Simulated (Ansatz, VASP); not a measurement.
# GaSb: VASP beside Ansatz

File POSCAR:

```
GaSb
1.0
    0.0000000000      3.1060368693      3.1060368693
    3.1060368693      0.0000000000      3.1060368693
    3.1060368693      3.1060368693      0.0000000000
Ga Sb
1 1
Direct
    0.0000000000      0.0000000000      0.0000000000
    0.7500000000      0.7500000000      0.7500000000
```

File INCAR.step1:

```
ALGO = Normal ; EDIFF = 1E-4
ENCUT = 520 ; GGA = PE
ISMEAR = 0 ; LASPH = True
LCHARG = False ; LREAL = False
LWAVE = True ; NBANDS = 16
NELM = 100 ; PREC = Accurate
SIGMA = 0.05
```

The input INCAR.step2:

```
ALGO = Normal ; EDIFF = 1E-6
ENCUT = 520 ; ISIF = 2
ISMEAR = 0 ; ISTART = 1
LASPH = True ; LCHARG = False
LMIXTAU = True ; LREAL = False
LWAVE = False ; METAGGA = R2SCAN
NBANDS = 16 ; NELM = 100
PREC = Accurate ; SIGMA = 0.05
```

File KPOINTS:

```
k-points
0
Gamma
  6 6 6
```

Input for Ansatz:

```yaml
crystal:
  lattice:
    - [0.0, 3.1060368693, 3.1060368693]
    - [3.1060368693, 0.0, 3.1060368693]
    - [3.1060368693, 3.1060368693, 0.0]
  atoms:
    - { symbol: Ga, position: [0.0, 0.0, 0.0] }
    - { symbol: Sb, position: [0.75, 0.75, 0.75] }
basis:
  ecutwfc: 500
  ecutrho_ratio: 4
kpoints:
  mp_grid: { grid: [6, 6, 6] }
hamiltonian:
  xc: r2scan
scf:
  occupations: { method: gaussian, width: 0.05 }
output:
  forces: true
  stress: true
  eigenvalues: true
```

Alike in both runs: task single point; functional r2SCAN; k mesh 6 × 6 × 6; occupations gaussian, width 0.05 eV; no spin polarisation.

```csv
,VASP,Ansatz
version,VASP 6.6.1,Ansatz 0.2.0
potentials or method,"VASP PAW PBE potentials, release 64 (Ga_d, Sb)","scalar-relativistic, plane waves, PAW"
plane-wave cutoff (eV),520,500
valence electrons in the cell,18,28
```

```tsv
	VASP	Ansatz	Ansatz less VASP
gap on the k mesh at the Fermi level (eV)	0.11	0.12	+0.017
least direct gap on the mesh (eV)	0.11	0.12	+0.017
pressure (GPa)	-1.8	-1.9	-0.07
```

With one functional, cell and mesh, what is left measures potentials, basis and numerics. The two sets of potentials don't hold the same shells in valence.

Caveats: the PAW data sets were made with another functional, which shifts forces and pressure a little (VASP); spin-orbit coupling is left out, which moves the levels of the heavy elements.
